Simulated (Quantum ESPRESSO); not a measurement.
Runs of Quantum ESPRESSO 7.5 on MnS. Symmetry: F-43m, No. 216, cubic system. The conventional cell has a = 4.947 Å, b = 4.947 Å, c = 4.947 Å, α = 90.00°, β = 90.00°, γ = 90.00°. Mn (site symmetry -43m) has 4 S at 2.14 Å as nearest neighbours. Around S (site symmetry -43m) lie 4 Mn at 2.14 Å. The cell is a database's computed one.

```tsv
task	level	potentials or basis	cell	k mesh	cutoff (eV)	smearing	form of the LDA correlation	iterations	k mesh for the Wannier functions	gap on the mesh (eV)	pressure (GPa)	moment (μB)	V0 of scaled cells (Å³/atom)	B0 (GPa)
equation of state	LDA	GBRV 1.5 LDA	as given	9 × 9 × 9	612	fermi-dirac 0.05 eV	PZ81	-	-	-	-	-	14.45	163
phonons	PBEsol	GBRV 1.5 PBEsol	relaxed	9 × 9 × 9	612	cold 0.272 eV	-	-	-	none	0.0	0.35	-	-
Wannier functions	LDA	JTH 2.0 LDA	as given	7 × 7 × 7	490	fermi-dirac 0.05 eV	PW92	0	5 × 5 × 5	none	-	0.21	-	-
phonons	LDA	JTH 2.0 LDA	relaxed	9 × 9 × 9	735	cold 0.136 eV	PW92	-	-	none	0.0	(b)	-	-
equation of state	LDA	PseudoDojo 0.4.1 SR LDA standard	as given	9 × 9 × 9	1306	fermi-dirac 0.05 eV	PW92	-	-	-	-	-	14.41	(a)
band structure	PBEsol	GBRV 1.5 PBEsol	as given	9 × 9 × 9	612	fermi-dirac 0.05 eV	-	-	-	none	-3.2	0.23	-	-
```

Alike in all rows: spin collinear, ferromagnetic start.

Problem. Estimate the missing entries.

Solution. (a) 162; (b) 0.25.

Caveats: the moment fell far below its start of 4 μB, so a state of higher moment may lie lower in energy (some runs); semilocal functionals often make such compounds metallic where correlation or magnetic order opens a gap, which also shifts bond lengths (some runs); the cutoff lies well under what these potentials need, so the values aren't converged (some runs); the cutoff is low for these files, which shifts pressure and relaxed volume (some runs).

A k mesh can miss the band edges.

A gap of «none» marks a metal or a gap under the smearing width.

Not every run made on this cell is shown here.
